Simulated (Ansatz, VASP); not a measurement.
**CdS (Hawleyite) in VASP and in Ansatz**

INCAR

```
SYSTEM = CdS
PREC     = Accurate       ! precision mode
ENCUT    = 520            ! plane-wave cutoff, eV
EDIFF    = 1E-7           ! SCF threshold, eV
ISMEAR   = 0              ! smearing method
SIGMA    = 0.01           ! smearing width, eV
LREAL    = .False.        ! projectors in reciprocal space
LASPH    = .True.         ! aspherical terms in the spheres
NELM     = 150            ! most SCF steps
ALGO     = Normal         ! electronic algorithm
ISIF     = 2              ! what is computed and relaxed
LWAVE    = .False.        ! write WAVECAR
LCHARG   = .False.        ! write CHGCAR
MAGMOM   = 0 0 0 0 0 0    ! initial moments
LORBIT   = 11             ! projections on sites
LSORBIT  = .True.         ! spin-orbit coupling
GGA_COMPAT= .False.      
LORBMOM  = .True.       
GGA      = PS             ! functional
NBANDS   = 30             ! bands
```

The input KPOINTS:

```
regular mesh
0
Gamma
  6 6 6
  0 0 0
```

File POSCAR:

```
CdS
1.0
    4.1245540000      0.0000000000      0.0000000000
    2.0622770000      3.5719685433      0.0000000000
    2.0622770000      1.1906561811      3.3676842389
Cd S
1 1
Direct
    0.0000000000      0.0000000000      0.0000000000
    0.2500000000      0.2500000000      0.2500000000
```

Input for Ansatz:

```yaml
crystal:
  lattice:
    a: 4.124554
    b: 4.124554
    c: 4.124554
    alpha: 60.0
    beta: 60.0
    gamma: 60.0
  atoms:
    - { symbol: Cd, position: [0.0, 0.0, 0.0] }
    - { symbol: S, position: [0.25, 0.25, 0.25] }
basis:
  ecutwfc: 476.19925930478996
kpoints:
  mp_grid:
    grid: [6, 6, 6]
hamiltonian:
  xc: pbesol
magnetization:
  noncollinear: true
  spin_orbit: true
scf:
  occupations:
    method: fixed
output:
  eigenvalues: true
```

Alike in both runs: task single point; functional PBEsol; k mesh 6 × 6 × 6; non-collinear spin, spin-orbit coupling.

```csv
,VASP,Ansatz
version,VASP 6.6.1,Ansatz 0.2.0
potentials or method,"VASP PAW PBE potentials, release 64 (Cd, S)","plane waves, PAW"
plane-wave cutoff (eV),520,476
occupations,"gaussian, width 0.01 eV",fixed
valence electrons in the cell,18,26
```

```tsv
	VASP	Ansatz	Ansatz less VASP
gap on the k mesh at the Fermi level (eV)	0.99	0.99	-0.005
net moment per atom (μB)	0.00	0.00	0.000
```

The two sets of potentials don't hold the same shells in valence.
